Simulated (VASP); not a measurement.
**VASP 6.6.1 run: LiH**

INCAR

```
NBANDS = 9
GGA = PE
LASPH = .TRUE.
NELM = 76
PREC = Accurate
ISIF = 4
IBRION = 2
SIGMA = 0.3
ALGO = Conjugate
LCHARG = .FALSE.
LWAVE = .FALSE.
LREAL = .FALSE.
ISMEAR = 2
ENCUT = 600
EDIFF = 1E-7
EDIFFG = -5E-3
NSW = 40
```

KPOINTS

```
KPOINTS created by Atomic Simulation Environment
0
Gamma
12 12 12
0 0 0
```

POSCAR

```
Li H
 1.0000000000000000
     0.0000000000000000    1.7091877368999999    1.7091877368999999
     1.7091877368999999    0.0000000000000000    1.7091877368999999
     1.7091877368999999    1.7091877368999999    0.0000000000000000
 Li  H
   1   1
Cartesian
  0.0000000000000000  0.0000000000000000  0.0000000000000000
  0.8545938684500000  0.8545938684500000  0.8545938684500000
```

The recommended PBE PAW datasets give the neutral cell 4 valence electrons.

Command

```
mpirun -np 1 vasp_std
```

Q: Predict the outcome of this run.

A: It converged. Results: relaxed cell vector lengths 2.417, 2.417, 2.417 Å; relaxed cell volume 9.99 Å³.

OSZICAR

```
N       E                     dE             d eps       ncg     rms           ort
DAV:   1     0.530566870406E+00    0.53057E+00   -0.29152E+03   648   0.544E+02
DAV:   2    -0.526629109590E+01   -0.57969E+01   -0.57680E+01   648   0.651E+01
DAV:   3    -0.533131094786E+01   -0.65020E-01   -0.64996E-01   648   0.567E+00
DAV:   4    -0.533167019810E+01   -0.35925E-03   -0.35923E-03   648   0.306E-01
DAV:   5    -0.533167240659E+01   -0.22085E-05   -0.22084E-05   648   0.113E-02
SDA:   6    -0.485596743695E+01    0.47570E+00   -0.22084E-05   648   0.184E+00   0.000E+00
CGA:   7    -0.497255394536E+01   -0.11659E+00   -0.11473E+00   648   0.126E-01   0.544E-02
CGA:   8    -0.498016230274E+01   -0.76084E-02   -0.75757E-02   648   0.109E-02   0.816E-04
CGA:   9    -0.498057782713E+01   -0.41552E-03   -0.41515E-03   648   0.479E-04   0.381E-05
CGA:  10    -0.498060096624E+01   -0.23139E-04   -0.22940E-04   648   0.536E-05   0.105E-05
CGA:  11    -0.498060386096E+01   -0.28947E-05   -0.27613E-05   648   0.763E-06   0.674E-06
SDA:  12    -0.498060421108E+01   -0.35012E-06   -0.33399E-06   648   0.106E-06   0.254E-06
SDA:  13    -0.498060423816E+01   -0.27082E-07   -0.30041E-07   648   0.376E-07   0.592E-07
   1 F= -.49806042E+01 E0= -.49808815E+01  d E =-.498060E+01
```

These settings aren't sound, so the numbers aren't properties of the crystal.

On sound settings the PBE relaxation ends at 19.62 Å³.
